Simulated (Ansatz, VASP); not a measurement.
# Two plane-wave programs on RbBr

INCAR

```
ALGO = Normal
EDIFF = 1E-7
ENCUT = 520
GGA = PE
ISIF = 2
ISMEAR = 0
LASPH = True
LCHARG = False
LREAL = False
LWAVE = False
NBANDS = 15
NELM = 80
PREC = Accurate
SIGMA = 0.05
```

The input KPOINTS:

```
k-points
0
Gamma
  8 8 8
```

POSCAR

```
RbBr
1.0
    0.0000000000      3.5083429181      3.5083429181
    3.5083429181      0.0000000000      3.5083429181
    3.5083429181      3.5083429181      0.0000000000
Rb Br
1 1
Direct
    0.5071258713      0.5071258713      0.4928741287
    0.0000000000      0.0000000000      0.0000000000
```

Input for Ansatz:

```yaml
crystal:
  lattice:
    - [0.0, 3.5083429181, 3.5083429181]
    - [3.5083429181, 0.0, 3.5083429181]
    - [3.5083429181, 3.5083429181, 0.0]
  atoms:
    - { symbol: Rb, position: [0.5071258713, 0.5071258713, 0.4928741287] }
    - { symbol: Br, position: [0.0, 0.0, 0.0] }
basis:
  ecutwfc: 420
  ecutrho_ratio: 4
kpoints:
  mp_grid: { grid: [8, 8, 8] }
hamiltonian:
  xc: pbe
scf:
  occupations: { method: gaussian, width: 0.05 }
output:
  forces: true
  stress: true
  eigenvalues: true
  write_density: true
  write_potential: true
  elf: true
  volumetric_format: npy
```

Alike in both runs: task single point; functional PBE; k mesh 8 × 8 × 8; occupations gaussian, width 0.05 eV; no spin polarisation.

|  | VASP | Ansatz |
| --- | --- | --- |
| version | VASP 6.6.1 | Ansatz 0.2.0 |
| potentials or method | VASP PAW PBE potentials, release 64 (Rb_sv, Br) | scalar-relativistic, plane waves, PAW |
| plane-wave cutoff (eV) | 520 | 420 |
| valence electrons in the cell | 16 | 16 |

|  | VASP | Ansatz | Ansatz less VASP |
| --- | --- | --- | --- |
| gap on the k mesh at the Fermi level (eV) | 4.19 | 4.19 | +0.002 |
| least direct gap on the mesh (eV) | 4.19 | 4.19 | +0.002 |
| pressure (GPa) | 0.0 | 0.0 | -0.02 |
| rms of the force components (eV/Å) | 0.026 | 0.026 | -0.0003 |

Atom by atom the forces differ by 0.000 eV/Å (rms over components).

A k mesh can miss the band edges.
